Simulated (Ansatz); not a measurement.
Strain and the gap of BaTiO3 (P4mm)

BaTiO3 (started from an entry of an open crystallographic database), relaxed with r2SCAN in Ansatz. It is tetragonal, P4mm (No. 99); a = 3.972 Å, c = 4.112 Å in the conventional setting, 12.98 Å³ an atom. Around Ba lie 12 O at 2.79–2.92 Å; around Ti lie 6 O at 1.82–2.29 Å; around O lie 2 Ti at 1.82–2.29 Å and 4 Ba at 2.81 Å; around O lie 2 Ti at 1.99 Å and 4 Ba at 2.79–2.92 Å.

The axes x, y and z are those of this cell:
```
Ba Ti O
1.0
     3.97237    0.00000    0.00000
     0.00000    3.97237    0.00000
     0.00000    0.00000    4.11223
Ba Ti O
1 1 3
Direct
  0.00000 0.00000 0.99564
  0.50000 0.50000 0.47753
  0.50000 0.50000 0.03455
  0.50000 0.00000 0.51764
  0.00000 0.50000 0.51764
```

Unstrained: With PBE the valence top lies at k = (-1/2, -1/2, 0.479) and the conduction bottom at Γ, 1.870 eV higher; the smallest vertical gap, at Γ, is 2.334 eV. With r2SCAN the valence top lies at A and the conduction bottom at Γ, 2.228 eV higher; the smallest vertical gap, at Γ, is 2.701 eV. With HSE06 the valence top lies at k = (-1/2, -1/2, 0.479) and the conduction bottom at Γ, 3.310 eV higher; the smallest vertical gap, at Γ, is 3.769 eV. Meshes: PBE 6×6×6, r2SCAN 6×6×6, HSE06 4×4×4. Strains are changes of length per length. After each strain the atoms were relaxed again with r2SCAN within the symmetry that the strain leaves, so tilts or polar shifts that break it weren't tested; points keep the names that they have in the unstrained zone. No spin polarisation and no zero-point or thermal motion.

Changes of the least gap in eV (an overlap counts as a negative gap):
```
                           strain  volume change (%)  space group     PBE  r2SCAN   HSE06  energy rise, r2SCAN (meV/atom)
         uniaxial -1.17 % along x               -1.2         Pmm2  +0.019  +0.024  +0.025                             1.7
         uniaxial -2.74 % along y               -2.7         Pmm2  +0.046  +0.057  +0.061                             9.8
isotropic -2.37 % on every length               -6.9         P4mm  +0.095  +0.113  +0.104                            32.7
```

Uniaxial -1.17 % along x, other directions held. HSE06: the gap goes from 3.310 to 3.335 eV (+0.025 eV); the edges go from (-1/2, -1/2, 0.479) → Γ to A → Γ. Stress change with r2SCAN, compression positive: xx +3.67, yy +1.41, zz +1.10 GPa.

Uniaxial -2.74 % along y, other directions held. HSE06: the gap goes from 3.310 to 3.371 eV (+0.061 eV); the edges go from (-1/2, -1/2, 0.479) → Γ to (-1/2, -1/2, 0.495) → Γ. Stress change with r2SCAN, compression positive: xx +3.47, yy +9.23, zz +2.79 GPa.

Isotropic -2.37 % on every length. HSE06: the gap goes from 3.310 to 3.414 eV (+0.104 eV); the edges go from (-1/2, -1/2, 0.479) → Γ to (-1/2, -1/2, 0.490) → Γ. Stress change with r2SCAN, compression positive: xx +14.34, yy +14.34, zz +9.00 GPa.

Spin-orbit coupling is left out.

Where an edge lies off the special points, it is a point of the mesh or the k point where a search put PBE's edge or least direct gap, reused for the other functionals, whose own edges may lie a little apart.

Coordinates of k points refer to the reciprocal vectors of the primitive cell of the runs.

The meshes of the hybrids are coarse, so their gaps aren't converged to the digits shown.
